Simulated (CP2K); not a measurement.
Wanted: the native input for a CP2K 2026.2 run.

| Item | Value |
| --- | --- |
| Task | band structure |
| Functional | r2SCAN |
| Potentials or basis | POTENTIAL_UZH As GTH-SCAN-q5, Ga GTH-SCAN-q13; TZVP-MOLOPT-SCAN-GTH basis |
| Density cutoff | 9184 eV |
| k mesh | 8 × 8 × 8 |
| Occupations | fermi-dirac, width 0.05 eV |
| Spin | no spin polarisation |
| SCF solver | diagonalisation with k points |
| Quickstep method | GPW |
| EPS_DEFAULT | 1.0E-10 |
| EPS_SCF | 1.0E-6 |
| MAX_SCF | 100 |
| SCF_GUESS | ATOMIC |
| k points reduced by the point group | yes |
| Mesh centred on Gamma | yes |
| CHOLESKY | OFF |
| EPS_EIGVAL | 1.0E-7 |
| MIXING METHOD | BROYDEN_MIXING |
| MIXING ALPHA | 0.4 |
| NBUFFER | 8 |
| NGRIDS | 5 |
| Basis sets | As TZVP-MOLOPT-SCAN-GTH-q5, Ga TZVP-MOLOPT-SCAN-GTH-q13 |
| Potentials | As GTH-SCAN-q5 of POTENTIAL_UZH, Ga GTH-SCAN-q13 of POTENTIAL_UZH |
| ADDED_MOS | [10] |
| Points a segment of the path (NPOINTS) | 10 |
| Bands added on the path | 2 |
| REL_CUTOFF (Ry) | 60 Ry |
| MIXING BETA (1/bohr) | 1.5 1/bohr |
| CUTOFF of the grids | 675 Ry |

GaAs:

```
CELL_PARAMETERS angstrom
3.99777 0.00000 0.00000
1.99888 3.46217 0.00000
1.99888 1.15406 3.26417
ATOMIC_POSITIONS crystal
As 0.75000 0.75000 0.75000
Ga 0.00000 0.00000 0.00000
```

The input as run:

gaas_bands.inp

```
&GLOBAL
  PROJECT gaas_bands
  RUN_TYPE ENERGY_FORCE
  PRINT_LEVEL LOW
&END GLOBAL
&FORCE_EVAL
  METHOD QS
  STRESS_TENSOR ANALYTICAL
  &DFT
    BASIS_SET_FILE_NAME BASIS_MOLOPT_UZH
    POTENTIAL_FILE_NAME POTENTIAL_UZH
    &MGRID
      CUTOFF 675
      REL_CUTOFF 60
      NGRIDS 5
    &END MGRID
    &QS
      METHOD GPW
      EPS_DEFAULT 1.0E-10
    &END QS
    &KPOINTS
      SCHEME MONKHORST-PACK 8 8 8
      GAMMA_CENTERED T
      SYMMETRY T
      SYMMETRY_BACKEND SPGLIB
    &END KPOINTS
    &SCF
      SCF_GUESS ATOMIC
      EPS_SCF 1.0E-6
      MAX_SCF 100
      ADDED_MOS 10
      CHOLESKY OFF
      EPS_EIGVAL 1.0E-7
      &DIAGONALIZATION ON
        ALGORITHM STANDARD
      &END DIAGONALIZATION
      &MIXING ON
        METHOD BROYDEN_MIXING
        ALPHA 0.4
        BETA 1.5
        NBUFFER 8
      &END MIXING
      &SMEAR ON
        METHOD FERMI_DIRAC
        ELECTRONIC_TEMPERATURE [K] 580.226
      &END SMEAR
    &END SCF
    &XC
      &XC_FUNCTIONAL
        &MGGA_X_R2SCAN
        &END MGGA_X_R2SCAN
        &MGGA_C_R2SCAN
        &END MGGA_C_R2SCAN
      &END XC_FUNCTIONAL
    &END XC
    &PRINT
      &KPOINTS ON
      &END KPOINTS
      &MULLIKEN ON
      &END MULLIKEN
      &MO ON
        ENERGIES T
        OCCUPATION_NUMBERS T
        &EACH
          QS_SCF 0
        &END EACH
        ADD_LAST NUMERIC
      &END MO
      &LOWDIN ON
      &END LOWDIN
      &HIRSHFELD ON
        SHAPE_FUNCTION DENSITY
      &END HIRSHFELD
      &BAND_STRUCTURE
        FILE_NAME bands.bs
        ADDED_MOS 2
        &KPOINT_SET
          UNITS B_VECTOR
          NPOINTS 10
          SPECIAL_POINT GAMMA 0.00000000 0.00000000 0.00000000
          SPECIAL_POINT X 0.50000000 0.00000000 0.50000000
          SPECIAL_POINT W 0.50000000 0.25000000 0.75000000
          SPECIAL_POINT K 0.37500000 0.37500000 0.75000000
          SPECIAL_POINT GAMMA 0.00000000 0.00000000 0.00000000
          SPECIAL_POINT L 0.50000000 0.50000000 0.50000000
          SPECIAL_POINT U 0.62500000 0.25000000 0.62500000
          SPECIAL_POINT W 0.50000000 0.25000000 0.75000000
          SPECIAL_POINT L 0.50000000 0.50000000 0.50000000
          SPECIAL_POINT K 0.37500000 0.37500000 0.75000000
        &END KPOINT_SET
        &KPOINT_SET
          UNITS B_VECTOR
          NPOINTS 10
          SPECIAL_POINT U 0.62500000 0.25000000 0.62500000
          SPECIAL_POINT X 0.50000000 0.00000000 0.50000000
        &END KPOINT_SET
      &END BAND_STRUCTURE
    &END PRINT
  &END DFT
  &SUBSYS
    &CELL
      A 3.9977696088 0.0000000000 0.0000000000
      B 1.9988848044 3.4621700397 0.0000000000
      C 1.9988848044 1.1540566799 3.2641652169
      PERIODIC XYZ
    &END CELL
    &COORD
      As  5.9966544132 3.4621700397 2.4481239127
      Ga  0.0000000000 0.0000000000 0.0000000000
    &END COORD
    &KIND As
      BASIS_SET TZVP-MOLOPT-SCAN-GTH-q5
      POTENTIAL GTH-SCAN-q5
    &END KIND
    &KIND Ga
      BASIS_SET TZVP-MOLOPT-SCAN-GTH-q13
      POTENTIAL GTH-SCAN-q13
    &END KIND
    &PRINT
      &ATOMIC_COORDINATES ON
      &END ATOMIC_COORDINATES
      &CELL ON
      &END CELL
    &END PRINT
  &END SUBSYS
  &PRINT
    &FORCES ON
    &END FORCES
    &STRESS_TENSOR ON
    &END STRESS_TENSOR
  &END PRINT
&END FORCE_EVAL
```

Potentials or basis: POTENTIAL_UZH As GTH-SCAN-q5, Ga GTH-SCAN-q13; TZVP-MOLOPT-SCAN-GTH basis.

Launch:

```console
$ OMP_NUM_THREADS=2 cp2k.psmp -i gaas_bands.inp -o gaas_bands.out
```

It gave:

| Item | Value |
| --- | --- |
| Pressure | -0.3 GPa |
| Band gap on the k mesh | 0.83 eV, direct |
| Band gap along the path | 0.83 eV, direct |
| Mulliken charges | As +0.29; Ga -0.29 e |
| Hirshfeld charges | As -0.14; Ga +0.14 e |

Caveat: Mulliken charges move with the basis; the basis of atomic orbitals isn't converged, which shifts pressures, moduli and gaps.

Wall time 79 s on 2 threads of Arm Neoverse V1 (shared host), peak memory 0.4 GiB.
